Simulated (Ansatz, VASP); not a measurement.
# Two plane-wave programs on HfO2

Contents of INCAR:

```
PREC     = Accurate       # precision mode
ENCUT    = 520            # plane-wave cutoff, eV
EDIFF    = 1E-6           # SCF threshold, eV
ISMEAR   = 0              # smearing method
SIGMA    = 0.01           # smearing width, eV
LREAL    = False          # projectors in reciprocal space
LASPH    = True           # aspherical terms in the spheres
NELM     = 150            # most SCF steps
ALGO     = Normal         # electronic algorithm
ISIF     = 2              # what is computed and relaxed
LWAVE    = False          # write WAVECAR
LCHARG   = False          # write CHGCAR
MAGMOM   = 0 0 0 0 0 0 0 0 0 # initial moments
LORBIT   = 11             # projections on sites
LSORBIT  = True           # spin-orbit coupling
GGA_COMPAT= False        
LORBMOM  = True         
LMAXMIX  = 4              # l up to which the mixer works
GGA      = PE             # functional
NBANDS   = 35             # bands
```

Contents of KPOINTS:

```
Automatic mesh
0
Gamma
  8 8 8
```

Contents of POSCAR:

```
HfO2
1.0
    0.0000000000      2.5291823175      2.5291823175
    2.5291823175      0.0000000000      2.5291823175
    2.5291823175      2.5291823175      0.0000000000
Hf O
1 2
Direct
    0.0000000000      0.0000000000      0.0000000000
    0.2500000000      0.2500000000      0.2500000000
    0.7500000000      0.7500000000      0.7500000000
```

Input for Ansatz:

```yaml
crystal:
  lattice:
    - [0.0, 2.5291823175, 2.5291823175]
    - [2.5291823175, 0.0, 2.5291823175]
    - [2.5291823175, 2.5291823175, 0.0]
  atoms:
    - { symbol: Hf, position: [0.0, 0.0, 0.0] }
    - { symbol: O, position: [0.25, 0.25, 0.25] }
    - { symbol: O, position: [0.75, 0.75, 0.75] }
kpoints:
  mp_grid: { grid: [8, 8, 8] }
  band_path:
    path:
      - [0.0, 0.0, 0.0]
      - [0.5, 0.0, 0.5]
      - [0.625, 0.25, 0.625]
      - [0.375, 0.375, 0.75]
      - [0.5, 0.5, 0.5]
      - [0.5, 0.25, 0.75]
      - [0.0, 0.5, 0.5]
    npoints: 1
hamiltonian:
  xc: pbe
scf:
  occupations: { method: fixed }
  n_extra_bands: 8
magnetization:
  noncollinear: true
  spin_orbit: true
output:
  forces: true
  stress: true
  eigenvalues: true
```

Alike in both runs: task single point; functional PBE; k mesh 8 × 8 × 8; non-collinear spin, spin-orbit coupling.

|  | VASP | Ansatz |
| --- | --- | --- |
| version | VASP 6.6.1 | Ansatz 0.2.0 |
| potentials or method | VASP PAW PBE potentials, release 64 (Hf_pv, O) | plane waves, PAW |
| plane-wave cutoff (eV) | 520 | 420 |
| occupations | gaussian, width 0.01 eV | fixed |
| valence electrons in the cell | 22 | 38 |

```csv
,VASP,Ansatz,Ansatz less VASP
gap on the k mesh at the Fermi level (eV),3.80,3.81,+0.004
pressure (GPa),2.3,5.7,+3.47
net moment per atom (μB),0.00,0.00,0.000
```

The two sets of potentials don't hold the same shells in valence.
